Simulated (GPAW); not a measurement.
TaN:

```xyz
2
Lattice="2.9380 0.0000 0.0000 -1.4690 2.5444 0.0000 0.0000 0.0000 2.8830" Properties=species:S:1:pos:R:3 pbc="T T T"
Ta    0.0000    0.0000    1.4415
N     1.4690    0.8481    0.0000
```

| Quantity | Value |
| --- | --- |
| Program | GPAW 26.7.0 |
| Task | relaxation of cell and atoms |
| Functional | PBEsol |
| Dispersion | D3(BJ) |
| Potentials or basis | PAW data sets generated in the run's folder for this functional |
| Cutoff | 800 eV |
| Basis | pw |
| k mesh | 9 × 9 × 8 |
| Occupations | fermi-dirac, width 0.05 eV |
| Spin | no spin polarisation |

At the start: pressure -11.9 GPa; volume 10.78 Å³/atom.

Problem. Where does the relaxation end?

Solution. Over 5 steps the energy falls by 12.3 meV/atom and the volume is 10.42 Å³/atom (-3.3 %); space group P-6m2 (No. 187, to 0.05 Å).

The path:
| step | energy change (eV) | largest force (eV/Å) | pressure (GPa) | volume (Å³) |
| --- | --- | --- | --- | --- |
| 1 | 0.0000 | 0.0000 | -11.89 | 21.55 |
| 2 | -0.0192 | 0.0000 | -6.01 | 21.19 |
| 3 | -0.0244 | 0.0000 | 0.25 | 20.83 |
| 4 | -0.0245 | 0.0000 | 0.01 | 20.84 |
| 5 | -0.0245 | 0.0000 | -0.07 | 20.84 |

Final structure:
```xyz
2
Lattice="2.9036 0.0000 0.0000 -1.4518 2.5146 0.0000 0.0000 0.0000 2.8548" Properties=species:S:1:pos:R:3 pbc="T T T"
Ta    0.0000    0.0000    1.4274
N     1.4518    0.8382    0.0000
```

Caveat: later steps reuse the first step's grids; pairwise dispersion overbinds metals, which lowers pressure and volume.
